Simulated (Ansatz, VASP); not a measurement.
Two plane-wave programs on W

```xyz
1
Lattice="0.0000 2.0300 2.0300 2.0300 0.0000 2.0300 2.0300 2.0300 0.0000" Properties=species:S:1:pos:R:3 pbc="T T T"
W     0.0000    0.0000    0.0000
```

Alike in both runs: task electric field gradients; functional PBEsol; k mesh 14 × 14 × 14; occupations fermi-dirac, width 0.05 eV; no spin polarisation.

|  | VASP | Ansatz |
| --- | --- | --- |
| version | VASP 6.6.1 | Ansatz 0.2.0 |
| potentials or method | VASP PAW PBE potentials, release 64 (W_sv) | PAW with Ansatz's default frozen-core files, scalar-relativistic |
| plane-wave cutoff (eV) | 520 | 420 |
| valence electrons in the cell | 14 | 14 |

VASP gave:

```
pressure (GPa)                                                 : -12.2
Vzz of the field gradient on the site that differs most (V/Å²) : 0.0
```

Task: Estimate Ansatz's values.

Result: Pressure (GPa): -12.6; Vzz of the field gradient on the site that differs most (V/Å²): 0.0.

With one functional, cell and mesh, what is left measures potentials, basis and numerics. Ansatz warned: «gradients_without_spin_orbit».

Caveats: the PAW data sets were made with another functional, which shifts forces and pressure a little (VASP). Spin-orbit coupling is left out, which matters for the levels of W.
